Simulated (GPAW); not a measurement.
Wanted: an ASE script for a GPAW 26.7.0 run.

```
Task                : relaxation of cell and atoms
Functional          : PBEsol
Dispersion          : D3
Potentials or basis : PAW data sets generated in the run's folder for this functional
Cutoff              : 600 eV
Basis               : pw
k mesh              : 6 × 6 × 6
Occupations         : fermi-dirac, width 0.05 eV
Spin                : collinear spin, ferromagnetic start
Starting moments    : [2.0, 2.0, 2.0, 0.0] μB
Maxiter             : 150
Optimizer           : BFGS
Fmax                : 0.02 eV/Å
Max steps           : 60
Convergence         : density=1e-05 forces=0.0001
```

The system is AlCo3.

```
Co Al
1.0
     3.57495    0.00000    0.00000
     0.00000    3.57495    0.00000
     0.00000    0.00000    3.57495
Co Al
3 1
Direct
  0.00000 0.50000 0.50000
  0.50000 0.00000 0.50000
  0.50000 0.50000 0.00000
  0.00000 0.00000 0.00000
```

The cell comes from a database or a generator and needn't be the stable form of this composition.

One way to write it, as run:

run.py

```python
from ase import Atoms
from ase.calculators.mixing import SumCalculator
from ase.filters import FrechetCellFilter
from ase.io import write
from ase.optimize import BFGS
from dftd3.ase import DFTD3
from gpaw import GPAW, PW, setup_paths

setup_paths.insert(0, '.')

atoms = Atoms(['Co', 'Co', 'Co', 'Al'],
              cell=[[3.574948, 0.0, 0.0],
                    [0.0, 3.574948, 0.0],
                    [0.0, 0.0, 3.574948]],
              scaled_positions=[[0.0, 0.5, 0.5],
                                [0.5, 0.0, 0.5],
                                [0.5, 0.5, 0.0],
                                [0.0, 0.0, 0.0]],
              pbc=True)
atoms.set_initial_magnetic_moments([2.0, 2.0, 2.0, 0.0])

calc = GPAW(mode=PW(600),
            xc='PBEsol',
            kpts={'size': (6, 6, 6), 'gamma': True},
            occupations={'name': 'fermi-dirac', 'width': 0.05},
            nbands=32,
            convergence={'density': 1e-05, 'forces': 0.0001},
            maxiter=150,
            txt='gpaw.txt')
atoms.calc = SumCalculator([calc, DFTD3(method='pbesol', damping='d3zero')])
opt = BFGS(FrechetCellFilter(atoms), trajectory='relax.traj', logfile='-')
done = opt.run(fmax=0.02, steps=60)
calc.write('gs.gpw')
write('result.traj', atoms)
print('Converged:', done)
print('Cell:', atoms.cell.cellpar().round(4))
print('Volume:', round(atoms.get_volume(), 4))
print(atoms.get_scaled_positions().round(5))
```

Potentials or basis: PAW data sets generated in the run's folder for this functional, pw.

Launch:

```sh
$ gpaw-setup -f PBEsol Al Co
$ OMP_NUM_THREADS=1 python run.py
```

Results of the run:

- Relaxed volume: 10.71 Å³/atom
- Relaxed cell: a = 3.499 Å, b = 3.499 Å, c = 3.499 Å, α = 90.00°, β = 90.00°, γ = 90.00°
- Space group after relaxing (to 0.05 Å): Pm-3m (No. 221)
- Energy gained by relaxing: 24.3 meV/atom
- Ionic steps: 4
- Pressure after relaxing: -0.1 GPa
- Band gap on the k mesh: none (metal or under the smearing width)
- Net moment: 3.65 μB per cell
- Site moments: Co +1.24; Al -0.05 μB
- Dispersion energy per atom: -0.293 eV

Caveat: each step starts from the last one's moments, so a moment once lost doesn't come back; later steps reuse the first step's grids; pairwise dispersion overbinds metals, which lowers pressure and volume.

Wall time 2.9 min on 1 thread of Arm Neoverse V1 (shared host), peak memory 0.27 GiB.
